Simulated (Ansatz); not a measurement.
(110) slab of rocksalt CaO, 18.5 Å thick as cut, bare faces

Ansatz, PAW, plane waves, no spin–orbit coupling unless named; atoms relaxed with PBEsol, the curve by HSE06. The curve holds the local part of the PAW potentials, so its shape inside matter depends on the files.

```
CELL_PARAMETERS angstrom
2.38380 -2.38380 0.00000
0.00000 0.00000 4.76760
-22.30329 -22.30329 0.00000
ATOMIC_POSITIONS crystal
O 0.50042 0.99872 0.78942
O 0.49953 0.99868 0.57991
O 0.49941 0.99888 0.36583
O 0.49975 0.99878 0.68584
O 0.49950 0.99858 0.47314
O 0.49952 0.99911 0.25685
O 0.99952 0.49873 0.63441
O 0.99967 0.49867 0.42036
O 0.99937 0.49934 0.21075
O 0.99998 0.49865 0.74334
O 0.99943 0.49862 0.52713
O 0.99952 0.49900 0.31438
Ca 0.99977 0.99881 0.63395
Ca 0.99927 0.99867 0.42011
Ca 0.99929 0.99919 0.20962
Ca 0.00061 0.99864 0.74256
Ca 0.99965 0.99874 0.52691
Ca 0.99939 0.99887 0.31379
Ca 0.50116 0.49855 0.79057
Ca 0.49970 0.49879 0.58019
Ca 0.49935 0.49878 0.36630
Ca 0.49960 0.49873 0.68644
Ca 0.49942 0.49870 0.47342
Ca 0.49944 0.49912 0.25764
```

Planar mean of the electrostatic potential energy along the normal, from the vacuum level:

| z (Å) | v (eV) |
| --- | --- |
| 0.00 | 0.00 |
| 0.29 | 0.00 |
| 0.73 | 0.00 |
| 1.02 | 0.00 |
| 1.31 | 0.00 |
| 1.75 | 0.00 |
| 2.04 | 0.00 |
| 2.34 | 0.00 |
| 2.63 | 0.00 |
| 3.07 | 0.00 |
| 3.36 | 0.00 |
| 3.65 | 0.00 |
| 4.09 | -0.02 |
| 4.38 | -0.04 |
| 4.67 | -0.10 |
| 5.11 | -0.31 |
| 5.40 | -0.67 |
| 5.70 | -1.58 |
| 6.13 | -6.37 |
| 6.43 | -10.60 |
| 6.72 | -11.63 |
| 7.16 | -6.97 |
| 7.45 | -5.54 |
| 7.74 | -8.95 |
| 8.03 | -11.72 |
| 8.47 | -8.97 |
| 8.76 | -4.77 |
| 9.05 | -3.53 |
| 9.49 | -8.16 |
| 9.78 | -11.52 |
| 10.08 | -11.20 |
| 10.51 | -5.49 |
| 10.81 | -4.34 |
| 11.10 | -7.72 |
| 11.54 | -11.89 |
| 11.83 | -10.01 |
| 12.12 | -5.86 |
| 12.56 | -4.50 |
| 12.85 | -8.39 |
| 13.14 | -11.61 |
| 13.43 | -11.12 |
| 13.87 | -5.31 |
| 14.16 | -4.15 |
| 14.46 | -7.38 |
| 14.89 | -11.90 |
| 15.19 | -10.32 |
| 15.48 | -6.23 |
| 15.92 | -4.48 |
| 16.21 | -8.26 |
| 16.50 | -11.56 |
| 16.94 | -9.60 |
| 17.23 | -5.44 |
| 17.52 | -4.14 |
| 17.96 | -9.36 |
| 18.25 | -11.89 |
| 18.55 | -10.44 |
| 18.84 | -6.36 |
| 19.28 | -4.31 |
| 19.57 | -7.93 |
| 19.86 | -11.40 |
| 20.30 | -9.86 |
| 20.59 | -5.75 |
| 20.88 | -4.28 |
| 21.32 | -9.53 |
| 21.61 | -11.91 |
| 21.90 | -10.26 |
| 22.34 | -4.29 |
| 22.63 | -3.68 |
| 22.93 | -6.72 |
| 23.36 | -11.75 |
| 23.66 | -10.77 |
| 23.95 | -7.13 |
| 24.24 | -5.51 |
| 24.68 | -10.57 |
| 24.97 | -11.69 |
| 25.26 | -8.83 |
| 25.70 | -2.57 |
| 25.99 | -1.04 |
| 26.28 | -0.48 |
| 26.72 | -0.17 |
| 27.01 | -0.09 |
| 27.31 | -0.05 |
| 27.74 | -0.02 |
| 28.04 | -0.01 |
| 28.33 | -0.01 |
| 28.77 | -0.01 |
| 29.06 | -0.01 |
| 29.35 | -0.01 |
| 29.64 | 0.00 |
| 30.08 | 0.00 |
| 30.37 | 0.00 |
| 30.67 | 0.00 |
| 31.10 | 0.00 |
| 31.40 | 0.00 |

How far below the vacuum level do the top filled and the lowest empty level lie, by each functional?

PBEsol: 3.68 and 1.30 eV (gap 2.38 eV, a 6×4×1 mesh); HSE06: 4.41 and 1.09 eV (gap 3.32 eV, a 4×3×1 mesh). Either level can be a surface state and not a band edge of the crystal.
